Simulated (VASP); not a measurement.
BN: relaxation of cell and atoms with PBEsol

Crystal: BN.

```xyz
2
Lattice="1.2511 0.7223 3.3729 -1.2511 0.7223 3.3729 0.0000 -1.4447 3.3729" Properties=species:S:1:pos:R:3 pbc="T T T"
N     0.0000    0.0000    6.7517
B     0.0000    0.0000    0.0033
```

The cell is a database's computed one.

```
Program                : VASP 6.6.1
Task                   : relaxation of cell and atoms
Functional             : PBEsol
Potentials or basis    : VASP PAW PBE potentials, release 64 (N, B)
Cutoff                 : 600 eV
k mesh                 : 12 × 12 × 12
Occupations            : fermi-dirac, width 0.05 eV
Spin                   : no spin polarisation
Further INCAR settings : ALGO = Normal; EDIFF = 1e-06; IBRION = 2; EDIFFG = -0.005; NSW = 60; ISIF = 3
```

The relaxed volume is 9.31 Å³/atom. The relaxed cell is a = 3.719 Å, b = 3.719 Å, c = 3.719 Å, α = 39.37°, β = 39.37°, γ = 39.37° and the space group after relaxing (to 0.05 Å) is R3m (No. 160). The energy gained by relaxing is 0.2 meV/atom and the ionic steps are 10. The pressure after relaxing is 0.0 GPa. The band gap on the k mesh is 4.20 eV, indirect (least direct gap 4.62 eV).

The path:
```tsv
step	energy change (eV)	largest force (eV/Å)	pressure (GPa)	volume (Å³)
1	0.0000	0.0026	0.84	18.29
2	0.0004	0.0009	-1.41	18.42
3	-0.0001	0.0014	0.06	18.33
4	-0.0002	0.0000	0.06	18.34
5	-0.0002	0.0041	0.04	18.37
6	-0.0002	0.0123	0.03	18.43
7	-0.0003	0.0291	0.04	18.54
8	-0.0003	0.0261	0.03	18.55
9	-0.0003	0.0169	0.00	18.57
10	-0.0003	0.0016	-0.04	18.62
```

Final structure:
```xyz
2
Lattice="1.2525 0.7231 3.4260 -1.2525 0.7231 3.4260 0.0000 -1.4463 3.4260" Properties=species:S:1:pos:R:3 pbc="T T T"
N     0.0000    0.0000    6.8577
B     0.0000    0.0000    0.0036
```

Levels at points of the mesh, in eV from the valence-band top:
| k point | band 1 | band 2 | band 3 | band 4 | band 5 | band 6 | band 7 | band 8 |
| --- | --- | --- | --- | --- | --- | --- | --- | --- |
| (0.00, 0.00, 0.00) | -17.71 | -4.27 | -1.27 | -1.27 | 4.88 | 11.60 | 11.60 | 13.04 |
| (0.50, 0.00, 0.00) | -14.51 | -8.93 | -4.07 | -0.63 | 5.18 | 9.79 | 12.78 | 14.69 |
| (0.50, 0.50, 0.00) | -14.45 | -8.81 | -4.11 | -1.16 | 4.20 | 9.82 | 13.93 | 17.13 |
| (0.50, 0.50, 0.50) | -17.47 | -6.13 | -1.29 | -1.29 | 9.78 | 11.54 | 11.54 | 12.07 |

Run time: 4.6 min on 1 thread of Intel(R) Xeon(R) Platinum 8259CL CPU @ 2.50GHz (Skylake/Cascade Lake), on a shared host, peak memory 0.18 GiB.

Caveat: the PAW data sets were made with another functional, which shifts forces and pressure a little. A k mesh can miss the band edges.
